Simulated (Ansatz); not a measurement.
Relaxing MgI$_{2}$

These are results of DFT PBEsol, scalar-relativistic, plane waves, PAW (Ansatz 0.2.0), not measurements. Run with 420 eV cutoff, 6×6×4 k-mesh, Gaussian smearing of 0.02 eV, no spin polarisation.

What was changed: uniaxial strain along c, with a, b and atoms relaxed: -4.5 %.

Command:

```bash
ansatz run input.yaml --threads 1 --pin off --max-ram 2560MiB --backend cpu --events-out ev --progress --plain --runs-dir out
```

Input:

```yaml
crystal:
  lattice:
    - [4.177196194, 0.0, 0.0]
    - [-2.088598097, 3.6175580206, 0.0]
    - [0.0, 0.0, 6.708240167]
  atoms:
    - { symbol: Mg, position: [0.0, 0.0, 0.0] }
    - { symbol: I, position: [0.3333333278, 0.6666666722, 0.7564948484] }
    - { symbol: I, position: [0.6666666722, 0.3333333278, 0.2435051516] }
basis:
  ecutwfc: 420
kpoints:
  mp_grid: { grid: [6, 6, 4] }
hamiltonian:
  xc: pbesol
scf:
  occupations: { method: gaussian, width: 0.02 }
output:
  forces: true
  stress: true
  eigenvalues: true
relax:
  adjacent_minimum: "off"
  f_tol: 0.008
  max_steps: 40
  cell: { stress_tol: 0.015, fix: [c, angles] }
```

F is the free energy. Steps run on the plane waves of an earlier cell, but the last one, and at times one on the way, on a freshly chosen basis, so a repeated geometry can differ a little in energy. The held parts of the cell keep their stress, so P needn't end at zero.

Steps:

| step | F − F(1) (eV) | largest force component (eV/Å) | V (Å³/atom) | P (GPa) |
| --- | --- | --- | --- | --- |
| 1 | 0.0000 | 0.048 | 33.790 | 0.02 |
| 2 | -0.0003 | 0.110 | 33.116 | 0.03 |
| 3 | -0.0026 | 0.014 | 33.373 | 0.12 |
| 4 | -0.0027 | 0.005 | 33.326 | 0.17 |
| 5 | -0.0027 | 0.000 | 33.286 | 0.21 |
| 6 | -0.0025 | 0.000 | 33.286 | 0.21 |

Relaxed structure:

```yaml
crystal:
  lattice:
    - [4.14593, 0.00000, 0.00000]
    - [-2.07297, 3.59048, 0.00000]
    - [0.00000, 0.00000, 6.70824]
  atoms:
    - { symbol: Mg, position: [0.00000, 0.00000, 0.00000] }
    - { symbol: I, position: [0.33333, 0.66667, 0.75368] }
    - { symbol: I, position: [0.66667, 0.33333, 0.24632] }
```

Symmetry: P-3m1, No. 164, trigonal system. Conventional cell: a = 4.146 Å, b = 4.146 Å, c = 6.708 Å, α = 90.00°, β = 90.00°, γ = 120.00°. Mg (site symmetry -3m) is surrounded by 6 I at 2.91 Å. I (site symmetry 3m) has 3 Mg at 2.91 Å as nearest neighbours.

The run converged. Time: 48 s on 1 thread of Arm Neoverse V1, on a shared host, peak memory 0.41 GiB.